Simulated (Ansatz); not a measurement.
## Sn: pressure and energy less free atoms against volume scale

All results are calculated (Ansatz 0.2.0). Periodic Kohn-Sham DFT of a crystal at fixed atoms, scaled to volume_scale times the given cell; pressure positive in compression, energy less spherical unpolarised free atoms, largest_vzz the field gradient of largest size among the nuclei.

The cell before it is scaled or strained (space group I4_1/amd, No. 141):
```
Sn
1.0
     -2.9159     2.9159     1.5907
      2.9159    -2.9159     1.5907
      2.9159     2.9159    -1.5907
Sn
2
Direct
  0.00000 0.00000 0.00000
  0.75000 0.25000 0.50000
```

Settings of every row: method all-electron LAPW; functional PBE; relativity scalar; k mesh 15x15x15; filling fermi-dirac; smearing width 0.05 eV; basis error target 0.5 meV/atom; nucleus gaussian.

Atom start moment: 0 on all atoms.

| row | volume scale | V (Å³/atom) | pressure (GPa) | energy less free atoms (eV/atom) |
| --- | --- | --- | --- | --- |
| 1 | 0.94 | 25.427 | 6.923 | -3.727 |
| 2 | 0.9405 | 25.44 | 6.881 | -3.7276 |
| 3 | 0.96 | 25.964 | 5.334 | -3.7477 |
| 4 | 0.98 | 26.509 | 3.917 | -3.7633 |
| 5 | 0.99 | 26.779 | 3.266 | -3.7693 |
| 6 | 1 | 27.048 | ? | ? |
| 7 | 1.01 | 27.32 | 2.068 | -3.7783 |
| 8 | 1.02 | 27.587 | 1.517 | -3.7813 |
| 9 | 1.04 | 28.132 | 0.503 | -3.7847 |
| 10 | 1.06 | 28.673 | -0.404 | -3.7848 |

Question: what pressure and energy less free atoms should row 6 give?

Worked fit of pressure. Take u = (V_r/V)^(2/3) − 1 with V_r = 26.779 Å³ an atom, which is twice the finite (Eulerian) strain; such expansions in the strain, on which the Birch-Murnaghan equation of state is built, carry the rest volume and the bulk modulus. The shown rows have u = 0.03514, 0.03479, 0.02082, 0.00678, 0, -0.01325, -0.01962, -0.03233, -0.04454. Least squares give pressure = 3.2649 + 94.384 × u + 272.21 × u² GPa; a straight line predicts inner rows, each left out in turn, worse (root mean square 0.18 against 0.0079 GPa). The rows lie off it by 0.005, 0.003, -0.014, 0.000, 0.001, 0.006, -0.001, 0.005, -0.005 (root mean square 0.0059 GPa). The pressure vanishes at u = -0.0390, or V = 28.42 Å³ an atom, and there the bulk modulus at fixed shape and fractions is B = −V dP/dV = (2/3)(1 + u) dP/du = 46.9 GPa. Letting shape and atoms relax would as a rule lower it, by much in layered, chain or molecular crystals. The withheld row has u = -0.00664, so the fit gives 3.2649 + 94.384 × (-0.00664) + 272.21 × (-0.00664)² = 2.650 GPa.

The calculation gave 2.65 GPa. The fit meets it to the printed digit.

Worked fit of energy less free atoms. Take u = (V_r/V)^(2/3) − 1 with V_r = 26.779 Å³ an atom, which is twice the finite (Eulerian) strain; such expansions in the strain, on which the Birch-Murnaghan equation of state is built, carry the rest volume and the bulk modulus. The shown rows have u = 0.03514, 0.03479, 0.02082, 0.00678, 0, -0.01325, -0.01962, -0.03233, -0.04454. Least squares give energy less free atoms = −3.76933 + 0.8243 × u + 10.748 × u² eV/atom; a straight line predicts inner rows, each left out in turn, worse (root mean square 0.0069 against 0.00011 eV/atom). The rows lie off it by 0.0001, 0.0000, -0.0002, -0.0001, 0.0000, 0.0001, 0.0001, 0.0000, -0.0001. Its lowest point lies at u = -0.0383, or V = 28.4 Å³ an atom, and the curvature there gives the bulk modulus at fixed shape and fractions, B = (4/9)(1 + u)² E″(u)/V = 49.8 GPa. Letting shape and atoms relax would as a rule lower it, by much in layered, chain or molecular crystals. The withheld row has u = -0.00664, so the fit gives −3.76933 + 0.8243 × (-0.00664) + 10.748 × (-0.00664)² = -3.7743 eV/atom.

The calculation gave -3.7743 eV/atom. The fit meets it to the printed digit.
